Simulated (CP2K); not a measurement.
Runs of CP2K 2026.2 on MgS (Niningerite). It takes space group Fm-3m (No. 225, cubic). Conventional cell: a = 5.203 Å, b = 5.203 Å, c = 5.203 Å, α = 90.00°, β = 90.00°, γ = 90.00°. Around S (site symmetry m-3m) lie 6 Mg at 2.60 Å. Mg (site symmetry m-3m) has 6 S at 2.60 Å as nearest neighbours. 

| level | potentials or basis | smearing | NGRIDS | points a segment of the path (NPOINTS) | bands added on the path | gap on the mesh (eV) | pressure (GPa) |
| --- | --- | --- | --- | --- | --- | --- | --- |
| PBEsol | POTENTIAL_UZH S GTH-PBE-q6, Mg GTH-PBE-q10; TZVP-MOLOPT-PBE-GTH basis | fermi-dirac 0.01 eV | 4 | 6 | 4 | 2.73 | 1.1 |
| TB-mBJ | POTENTIAL_UZH S GTH-PBE-q6, Mg GTH-PBE-q10; TZVP-MOLOPT-PBE-GTH basis | fermi-dirac 0.05 eV | 4 | 6 | 2 | 3.11 | - |
| r2SCAN | POTENTIAL_UZH S GTH-SCAN-q6, Mg GTH-SCAN-q10; TZVP-MOLOPT-SCAN-GTH basis | fermi-dirac 0.1 eV | 5 | 10 | 4 | (b) | (a) |
| LDA | GTH_POTENTIALS S GTH-PADE-q6, Mg GTH-PADE-q10; TZVP-MOLOPT-PBE-GTH basis | fermi-dirac 0.05 eV | 5 | 6 | 2 | 2.61 | -1.6 |

Alike in all rows: task band structure; no spin polarisation; cell as given; k mesh 9 × 9 × 9.

Problem. Estimate the missing entries.

Solution. (a) 1.0; (b) 3.61.

Caveats: the mesh misses the band edges, which the band path finds closer together; the basis of atomic orbitals isn't converged, which shifts pressures, moduli and gaps; the potentials were made for another functional, which shifts forces and pressure (some runs); this is a model potential without an energy functional, so only levels have meaning (some runs).

Runs at the PBE level aren't shown here.
